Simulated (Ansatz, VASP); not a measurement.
In: VASP beside Ansatz

Contents of INCAR:

```
PREC     = Accurate       # precision mode
ENCUT    = 600            # plane-wave cutoff, eV
EDIFF    = 1E-6           # SCF threshold, eV
ISMEAR   = 0              # smearing method
SIGMA    = 0.1            # smearing width, eV
LREAL    = F              # projectors in reciprocal space
LASPH    = T              # aspherical terms in the spheres
NELM     = 80             # most SCF steps
ALGO     = Normal         # electronic algorithm
ISIF     = 3              # what is computed and relaxed
LWAVE    = F              # write WAVECAR
LCHARG   = F              # write CHGCAR
GGA      = PS             # functional
IBRION   = 2              # ionic algorithm
NSW      = 80             # ionic steps
EDIFFG   = -0.01          # ionic threshold
```

KPOINTS

```
Automatic mesh
0
Gamma
  16 16 16
```

The input POSCAR:

```
In
1.0
    0.0000000000      2.3445574814      2.3445574814
    2.3445574814      0.0000000000      2.3445574814
    2.3445574814      2.3445574814      0.0000000000
In
1
Direct
    0.0000000000      0.0000000000      0.0000000000
```

Input for Ansatz:

```yaml
crystal:
  lattice:
    - [0.0, 2.3445574814, 2.3445574814]
    - [2.3445574814, 0.0, 2.3445574814]
    - [2.3445574814, 2.3445574814, 0.0]
  atoms:
    - { symbol: In, position: [0.0, 0.0, 0.0] }
basis:
  ecutwfc: 420
kpoints:
  mp_grid: { grid: [16, 16, 16] }
hamiltonian:
  xc: pbesol
scf:
  occupations: { method: gaussian, width: 0.1 }
output:
  forces: true
  stress: true
  eigenvalues: true
relax:
  adjacent_minimum: "off"
  f_tol: 0.01
  max_steps: 60
  cell: { stress_tol: 0.1 }
```

Alike in both runs: task relaxation of cell and atoms; functional PBEsol; k mesh 16 × 16 × 16; occupations gaussian, width 0.1 eV; no spin polarisation.

|  | VASP | Ansatz |
| --- | --- | --- |
| version | VASP 6.6.1 | Ansatz 0.2.0 |
| potentials or method | VASP PAW PBE potentials, release 64 (In_d) | scalar-relativistic, plane waves, PAW |
| plane-wave cutoff (eV) | 600 | 420 |
| valence electrons in the cell | 13 | 13 |

|  | VASP | Ansatz | Ansatz less VASP |
| --- | --- | --- | --- |
| gap on the k mesh at the Fermi level, each at its own relaxed structure (eV) | none | none | - |
| relaxed volume (Å³/atom) | 25.62 | 25.62 | -0.006 |
| relaxed cell length with the largest relative difference (Å) | 3.309 | 3.309 | -0.0002 |

A gap of «none» marks a metal or a gap that the smearing closes.

Caveats: the PAW data sets were made with another functional, which shifts forces and pressure a little (VASP).
